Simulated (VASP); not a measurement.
# ZnSe (Stilleite) (F-43m) in VASP: further runs, part 2 of 4

VASP 6.6.1. The steps go on from the part before.

### Step 3. G0W0 quasiparticle levels, PBE

The input, POSCAR:

```
ZnSe
1.0
    0.0000000000      2.8338000000      2.8338000000
    2.8338000000      0.0000000000      2.8338000000
    2.8338000000      2.8338000000      0.0000000000
Se Zn
1 1
Direct
    0.7500000000      0.7500000000      0.7500000000
    0.0000000000      0.0000000000      0.0000000000
```

The input, INCAR.step1:

```
SYSTEM = ZnSe
ALGO = Normal
EDIFF = 1E-8
ENCUT = 450
GGA = PE
ISMEAR = 0
LASPH = .True.
LCHARG = .False.
LREAL = .False.
LWAVE = .True.
NELM = 60
PREC = Accurate
SIGMA = 0.01
```

The input, INCAR.step2:

```
SYSTEM = ZnSe
ALGO = Exact
EDIFF = 1E-8
ENCUT = 450
GGA = PE
ISMEAR = 0
ISTART = 1
LASPH = .True.
LCHARG = .False.
LOPTICS = .True.
LREAL = .False.
LWAVE = .True.
NBANDS = 36
NELM = 1
PREC = Accurate
SIGMA = 0.01
```

The input, INCAR.step3:

```
SYSTEM = ZnSe
ALGO = EVGW0
EDIFF = 1E-8
ENCUT = 450
ENCUTGW = 100
GGA = PE
ISMEAR = 0
ISTART = 1
LASPH = .True.
LCHARG = .False.
LREAL = .False.
LWAVE = .False.
NBANDS = 36
NBANDSGW = 17
NELMGW = 1
NOMEGA = 48
PREC = Accurate
PRECFOCK = Fast
SIGMA = 0.01
```

The input, KPOINTS:

```
k-points
0
Gamma
  4 4 4
  0 0 0
```

Potentials or basis: VASP PAW PBE potentials, release 64 (Se_GW, Zn_GW).

Launch:

```bash
$ cat potpaw_PBE.64/Se_GW/POTCAR potpaw_PBE.64/Zn_GW/POTCAR > POTCAR
$ cp INCAR.step1 INCAR
$ mpirun -np 1 vasp_std > vasp.out
$ cp INCAR.step2 INCAR
$ mpirun -np 1 vasp_std > vasp.out
$ cp INCAR.step3 INCAR
$ mpirun -np 1 vasp_std > vasp.out
```

OUTCAR:

```text
SYSTEM = ZnSe
   EDIFF = 1E-8
   ENCUT = 450
   ENCUTGW = 100
   GGA = PE
   ISMEAR = 0
   ISTART = 1
   LASPH = .True.
   LREAL = .False.
   NELMGW = 1
   PREC = Accurate
   PRECFOCK = Fast

 Found      8 irreducible k-points:

 Following reciprocal coordinates:
            Coordinates               Weight
  0.000000  0.000000  0.000000      1.000000
  0.250000  0.000000  0.000000      8.000000
  0.500000  0.000000  0.000000      4.000000
  0.250000  0.250000  0.000000      6.000000
  0.500000  0.250000  0.000000     24.000000
 -0.250000  0.250000  0.000000     12.000000
   k-points           NKPTS =      8   k-points in BZ     NKDIM =     64   number of bands    NBANDS=     36
   number of dos      NEDOS =    301   number of ions     NIONS =      2
   total plane-waves  NPLWV =  21952
   dimension x,y,z NGX =    28 NGY =   28 NGZ =   28
   dimension x,y,z NGXF=    56 NGYF=   56 NGZF=   56
   ions per type =               1   1
   NGX,Y,Z   is equivalent  to a cutoff of  11.62, 11.62, 11.62 a.u.
[... 33 lines left out ...]
  Fermi-wavevector in a.u.,A,eV,Ry     =   1.201673  2.270834 19.647073  1.444019
  Thomas-Fermi vector in A             =   2.337476
   LORBIT       =      0    0 simple, 1 ext, 2 COOP (PROOUT), +10 PAW based schemes
   GGA     = PE    functional components
   LHFCALC =     T    Hartree Fock is set to
   PRECFOCK=fast      Normal, Fast or Accurate (Low or Medium for compatibility)
   ENCUT4O =  -1.0   cutoff for four orbital integrals eV
   NKREDX  =     1    reduce k-point grid by
   NKREDY  =     1    reduce k-point grid by
   NKREDZ  =     1    reduce k-point grid by
   AEXX    =    1.0000 exact exchange contribution
   HFSCREEN=    0.0000 screening length (either q_TF or 0.3 A-1)
   HFSCREENC=   0.0000 screening length for correlation (either q_TF or 0.3 A-1)
   ENCUTFOCK=  -1.0 apply spherical cutoff to Coloumb kernel
   IVDW    =     0    specifies the selected vdW correction
   LEPSILON=     F    determine dielectric tensor
   LRPA    =     F    only Hartree local field effects (RPA)
   LRPAFORCE           =     F    calculate RPA forces
   ENCUTGW             = 100.0    cutoff for response function in eV
   ENCUTGWSOFT         =  80.0    soft cutoff for Coulomb kernel in GW response function in eV
   ENCUTLF             =  -1.0    cutoff for local field effects
   NELMGW              =     1    number of iterations in solving QP/BSE equation
   NELMHF              =     1    number of iterations in the inner HF iteration
   NKREDLFX            =     1    NKREDLFY  =   1   NKREDLFZ  =   1
 non-spin polarized calculation
 Gauss-broadening in eV      SIGMA  =   0.01
  energy-cutoff  :      450.00
  volume of cell :       45.51
 maximum number of plane-waves:       992
  NGX = 16; NGY = 16; NGZ = 16
   NGX = 13   NGY = 13   NGZ = 13
 maximum number of plane-waves:       113
 NGX is ok and might be reduce to    14

 QP shifts <psi_nk| G(iteration)W_0 |psi_nk>: iteration 1
 for sc-GW calculations column KS-energies equals QP-energies in previous step
 and V_xc(KS)=  KS-energies - (<T + V_ion + V_H > + <T+V_H+V_ion>^1  + <V_x>^1)

 k-point   1 :       0.0000    0.0000    0.0000
  band No.  KS-energies  QP-energies   sigma(KS)   V_xc(KS)     V^pw_x(r,r')   Z            occupation Imag(sigma)

      1     -10.5789     -10.7056     -12.5097     -12.3136     -19.8450       0.6462       2.0000       1.1611
      2      -3.8940      -5.6267     -22.2980     -19.6867     -30.8350       0.6635       2.0000       0.2851
      3      -3.8940      -5.6267     -22.2980     -19.6867     -30.8350       0.6635       2.0000       0.2851
      4      -3.8940      -5.6267     -22.2980     -19.6867     -30.8350       0.6635       2.0000       0.2851
      5      -3.5273      -5.3969     -23.2993     -20.4991     -32.0202       0.6677       2.0000       0.2642
      6      -3.5273      -5.3969     -23.2993     -20.4991     -32.0202       0.6677       2.0000       0.2642
[... 102 lines left out ...]
      4      -3.6399      -5.3392     -21.7750     -19.2372     -30.0129       0.6696       2.0000       0.2815
      5      -3.5391      -5.4040     -23.2523     -20.4605     -31.9754       0.6680       2.0000       0.2667
      6      -3.4774      -5.3155     -23.0731     -20.3350     -31.7064       0.6713       2.0000       0.2692
[... 9 lines left out ...]
     16      16.7492      17.5193      -8.8140      -9.8295      -3.7209       0.7583       0.0000      -0.6219
     17      17.2388      17.8272      -7.7957      -8.5671      -2.8252       0.7627       0.0000      -0.5363

 [... further k-points ...]
```

OUTCAR.step1:

```text
SYSTEM = ZnSe
   EDIFF = 1E-8
   ENCUT = 450
   GGA = PE
   ISMEAR = 0
   LASPH = .True.
   LREAL = .False.
[... 206 lines left out ...]
      4.25070      4.25070      4.25070        -0.000000     -0.000000     -0.000000
      0.00000      0.00000      0.00000         0.000000      0.000000      0.000000
 -----------------------------------------------------------------------------------
    total drift:                               -0.000001     -0.000001     -0.000001

  FREE ENERGIE OF THE ION-ELECTRON SYSTEM (eV)
  ---------------------------------------------------
  free  energy   TOTEN  =        -5.9571589570 eV

  energy  without entropy=       -5.9571589570  energy(sigma->0) =       -5.95715896
```

OUTCAR.step2:

```text
SYSTEM = ZnSe
   EDIFF = 1E-8
   ENCUT = 450
   GGA = PE
[... 591 lines left out ...]
  --------------------------------------------------------------------------------------------------------------
     0.00000    14.25601    14.25601    14.25601    -0.00000     0.00000     0.00000
     0.64205    16.03503    16.03503    16.03503    -0.00000     0.00000     0.00000
     1.28410     5.38784     5.38784     5.38784    -0.00000    -0.00000     0.00000
     1.92615     6.96814     6.96814     6.96814    -0.00000    -0.00000     0.00000
     2.56819    13.30474    13.30474    13.30474    -0.00000    -0.00000     0.00000
     3.21024    12.37326    12.37326    12.37326    -0.00000     0.00000     0.00000
[... 92 lines left out ...]
    62.92074     0.91037     0.91037     0.91037    -0.00000    -0.00000    -0.00000
    63.56279     0.91235     0.91235     0.91235    -0.00000    -0.00000    -0.00000
```

Run time: 33 s. Hardware: 1 thread of Intel Xeon 6975P-C (Granite Rapids), shared host; peak memory 0.34 GiB.

The run converged, but some of its settings lie outside the range that counts as converged, so its numbers aren't taken as properties of the crystal.

Results:

| Quantity | Value |
| --- | --- |
| Band gap on the k mesh, mean-field level | 1.27 eV, direct |
| Quasiparticle gap | 2.41 eV |
| Least direct quasiparticle gap | 2.41 eV |

Caveat: the k mesh is coarse (spacing up to 0.48 Å⁻¹), so the values aren't converged; bands, screening cutoff and mesh are small and nothing is extrapolated, so the quasiparticle values aren't converged.

### Step 4. G0W0 quasiparticle levels, PBE

POSCAR is that of step 3.

INCAR.step1 is that of step 3.

INCAR.step2, as its differences from that of step 3:

```diff
@@ -12,3 +12,3 @@
 LWAVE = .True.
-NBANDS = 36
+NBANDS = 191
 NELM = 1
```

INCAR.step3, as its differences from that of step 3:

```diff
@@ -4,3 +4,3 @@
 ENCUT = 450
-ENCUTGW = 100
+ENCUTGW = 50
 GGA = PE
@@ -12,3 +12,3 @@
 LWAVE = .False.
-NBANDS = 36
+NBANDS = 191
 NBANDSGW = 17
```

The input, KPOINTS:

```
k-points
0
Gamma
  3 3 3
  0 0 0
```

Potentials or basis: VASP PAW PBE potentials, release 64 (Se_GW, Zn_GW).

Launch:

```bash
$ cat potpaw_PBE.64/Se_GW/POTCAR potpaw_PBE.64/Zn_GW/POTCAR > POTCAR
$ cp INCAR.step1 INCAR
$ mpirun -np 1 vasp_std > vasp.out
$ cp INCAR.step2 INCAR
$ mpirun -np 1 vasp_std > vasp.out
$ cp INCAR.step3 INCAR
$ mpirun -np 1 vasp_std > vasp.out
```

OUTCAR:

```text
SYSTEM = ZnSe
   EDIFF = 1E-8
   ENCUT = 450
   ENCUTGW = 50
   GGA = PE
   ISMEAR = 0
   ISTART = 1
   LASPH = .True.
   LREAL = .False.
   NELMGW = 1
   PREC = Accurate
   PRECFOCK = Fast

 Found      4 irreducible k-points:

 Following reciprocal coordinates:
            Coordinates               Weight
  0.000000  0.000000  0.000000      1.000000
  0.333333  0.000000  0.000000      8.000000
  0.333333  0.333333  0.000000      6.000000
 -0.333333  0.333333  0.000000     12.000000
[... 60 lines left out ...]
   ENCUTLF             =  -1.0    cutoff for local field effects
   NELMGW              =     1    number of iterations in solving QP/BSE equation
   NELMHF              =     1    number of iterations in the inner HF iteration
   NKREDLFX            =     1    NKREDLFY  =   1   NKREDLFZ  =   1
 non-spin polarized calculation
 Gauss-broadening in eV      SIGMA  =   0.01
  energy-cutoff  :      450.00
  volume of cell :       45.51
 maximum number of plane-waves:      1002
  NGX = 16; NGY = 16; NGZ = 16
   NGX = 13   NGY = 13   NGZ = 13
 maximum number of plane-waves:        39
 NGX is ok and might be reduce to    10

 QP shifts <psi_nk| G(iteration)W_0 |psi_nk>: iteration 1
 for sc-GW calculations column KS-energies equals QP-energies in previous step
 and V_xc(KS)=  KS-energies - (<T + V_ion + V_H > + <T+V_H+V_ion>^1  + <V_x>^1)

 k-point   1 :       0.0000    0.0000    0.0000
  band No.  KS-energies  QP-energies   sigma(KS)   V_xc(KS)     V^pw_x(r,r')   Z            occupation Imag(sigma)

      1     -10.5025     -10.7090     -12.6164     -12.3078     -19.8306       0.6690       2.0000       1.1672
      2      -3.8950      -6.3635     -23.3384     -19.7053     -30.8897       0.6794       2.0000       0.2170
      3      -3.8950      -6.3635     -23.3384     -19.7053     -30.8897       0.6794       2.0000       0.2170
      4      -3.8950      -6.3635     -23.3384     -19.7053     -30.8897       0.6794       2.0000       0.2170
      5      -3.5352      -6.1902     -24.3770     -20.4968     -32.0216       0.6842       2.0000       0.1931
      6      -3.5352      -6.1902     -24.3770     -20.4968     -32.0216       0.6842       2.0000       0.1931
[... 59 lines left out ...]
      3      -3.7177      -6.2721     -23.8134     -20.0899     -31.4135       0.6860       2.0000       0.2113
      4      -3.5758      -6.2252     -24.2554     -20.3898     -31.9116       0.6854       2.0000       0.2011
      5      -3.5272      -6.1996     -24.3845     -20.5059     -32.0440       0.6890       2.0000       0.1948
      6      -3.2992      -5.8692     -23.9512     -20.2218     -31.4303       0.6891       2.0000       0.2095
[... 9 lines left out ...]
     16      18.2675      18.3962      -8.7904      -8.9631      -2.8492       0.7450       0.0000      -0.6324
     17      18.9634      18.9250      -8.4988      -8.4479      -2.5833       0.7548       0.0000      -0.6660
```

OUTCAR.step1:

```text
SYSTEM = ZnSe
   EDIFF = 1E-8
   ENCUT = 450
   GGA = PE
   ISMEAR = 0
   LASPH = .True.
   LREAL = .False.
[... 170 lines left out ...]
      4.25070      4.25070      4.25070        -0.000000     -0.000000     -0.000000
      0.00000      0.00000      0.00000         0.000000      0.000000      0.000000
 -----------------------------------------------------------------------------------
    total drift:                               -0.000001     -0.000001     -0.000001

  FREE ENERGIE OF THE ION-ELECTRON SYSTEM (eV)
  ---------------------------------------------------
  free  energy   TOTEN  =        -5.7435854919 eV

  energy  without entropy=       -5.7435854919  energy(sigma->0) =       -5.74358549
```

Wall time 25 s (1 thread of Intel Xeon 6975P-C (Granite Rapids), shared host); peak memory 0.29 GiB.

The run converged, but some of its settings lie outside the range that counts as converged, so its numbers aren't taken as properties of the crystal.

What came out:

```
Band gap on the k mesh, mean-field level : 1.24 eV, direct
Quasiparticle gap                        : 2.29 eV
Least direct quasiparticle gap           : 2.29 eV
```

Caveat: the k mesh is coarse (spacing up to 0.64 Å⁻¹), so the values aren't converged; bands, screening cutoff and mesh are small and nothing is extrapolated, so the quasiparticle values aren't converged.

(Continued in part 3 of 4.)
